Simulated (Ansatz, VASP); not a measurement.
## Two plane-wave programs on CdF3

INCAR

```
PREC = Accurate
ENCUT = 520
EDIFF = 1E-6
ISMEAR = 0
SIGMA = 0.1
LREAL = False
LASPH = True
NELM = 80
ALGO = Normal
ISIF = 2
LWAVE = False
LCHARG = False
GGA = PS
NBANDS = 24
```

Contents of KPOINTS:

```
Automatic mesh
0
Gamma
  6 6 6
```

File POSCAR:

```
CdF3
1.0
    0.0000000000      2.9079915891      2.9079915891
    2.9079915891      0.0000000000      2.9079915891
    2.9079915891      2.9079915891      0.0000000000
Cd F
1 3
Direct
    0.0000000000      0.0000000000      0.0000000000
    0.2500000000      0.2500000000      0.2500000000
    0.7500000000      0.7500000000      0.7500000000
    0.5000000000      0.5000000000      0.5000000000
```

Input for Ansatz:

```yaml
crystal:
  lattice:
    - [0.0, 2.9079915891, 2.9079915891]
    - [2.9079915891, 0.0, 2.9079915891]
    - [2.9079915891, 2.9079915891, 0.0]
  atoms:
    - { symbol: Cd, position: [0.0, 0.0, 0.0] }
    - { symbol: F, position: [0.25, 0.25, 0.25] }
    - { symbol: F, position: [0.75, 0.75, 0.75] }
    - { symbol: F, position: [0.5, 0.5, 0.5] }
basis:
  ecutwfc: 420
kpoints:
  mp_grid: { grid: [6, 6, 6] }
hamiltonian:
  xc: pbesol
scf:
  occupations: { method: gaussian, width: 0.1 }
output:
  forces: true
  stress: true
  eigenvalues: true
```

Alike in both runs: task single point; functional PBEsol; k mesh 6 × 6 × 6; occupations gaussian, width 0.1 eV; no spin polarisation.

|  | VASP | Ansatz |
| --- | --- | --- |
| version | VASP 6.6.1 | Ansatz 0.2.0 |
| potentials or method | VASP PAW PBE potentials, release 64 (Cd, F) | scalar-relativistic, plane waves, PAW |
| plane-wave cutoff (eV) | 520 | 420 |
| valence electrons in the cell | 33 | 41 |

|  | VASP | Ansatz | Ansatz less VASP |
| --- | --- | --- | --- |
| gap on the k mesh at the Fermi level (eV) | none | none | - |
| pressure (GPa) | -10.6 | -10.6 | 0.00 |

A gap of «none» marks a metal or a gap that the smearing closes. The two sets of potentials don't hold the same shells in valence.

Caveats: the PAW data sets were made with another functional, which shifts forces and pressure a little (VASP); an odd number of electrons without spin polarisation forces a metal; a magnetic or distorted state may lie lower.
